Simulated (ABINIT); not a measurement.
## ZnO (zincite): single point with PBEsol

**The experiment to reproduce.**

“Electronic structure of alkaline earth and post-transition metal oxides”, 2009, arxiv:0908.1581 quotes, for a bulk crystal of ZnO: band gap 3.37 eV.

The system is ZnO (zincite).

```
Zn O
1.0
     3.24931    0.00000    0.00000
    -1.62465    2.81398    0.00000
     0.00000    0.00000    5.20571
Zn O
2 2
Direct
  0.66667 0.33333 0.00000
  0.33333 0.66667 0.50000
  0.33333 0.66667 0.87901
  0.66667 0.33333 0.37901
```

```
Program                                         : ABINIT 10.8.3 (patched build)
Task                                            : single point
Functional                                      : PBEsol
Potentials or basis                             : JTH PAW PBE v2.0
Cutoff                                          : 626 eV
k mesh                                          : 7 × 7 × 4
Occupations                                     : fermi-dirac, width 0.05 eV
Spin                                            : no spin polarisation
Fine-grid cutoff                                : 1224.51 eV
Exchange and correlation inside the PAW spheres : full angular mesh (pawxcdev 0, this build's default; the released program takes 1)
```

```
Pressure                                              : -1.8 GPa
Largest force                                         : 0.064 eV/Å
Band gap on the k mesh                                : 0.68 eV, direct
Valence electrons inside the program's atomic spheres : Zn 10.89; O 4.52
```

Forces on the atoms (eV/Å):
```
Zn   0.000  0.000 -0.064
Zn   0.000  0.000 -0.064
O    0.000  0.000  0.064
O    0.000  0.000  0.064
```

Stress tensor (GPa, compression positive):
```
-2.39  0.00  0.00
 0.00 -2.39  0.00
 0.00  0.00 -0.73
```

Levels at points of the mesh, in eV from the valence-band top:
| k point | band 16 | band 17 | band 18 | band 19 | band 20 | band 21 |
| --- | --- | --- | --- | --- | --- | --- |
| (0.00, 0.00, 0.00) | -0.07 | 0.00 | 0.00 | 0.68 | 5.10 | 8.14 |
| (0.00, 0.00, 0.50) | -0.40 | -0.40 | -0.40 | 3.37 | 3.37 | 9.97 |

Run time: 110 s on 1 thread of Arm Neoverse V2, with other jobs on the host, peak memory 0.14 GiB.

Against the measured gap of ZnO, 3.37 eV (quoted in “Electronic structure of alkaline earth and post-transition metal oxides”, 2009, arxiv:0908.1581), the calculated 0.68 eV is off by -2.69 eV. So large a miss can be the level of theory's own, or it may mean another phase, state or a wrong row. The value is that of PBEsol, without temperature or zero-point motion. Semilocal functionals fall short of measured gaps as a rule.

Caveat: the PAW data sets were made with another functional, which shifts forces and pressure a little.
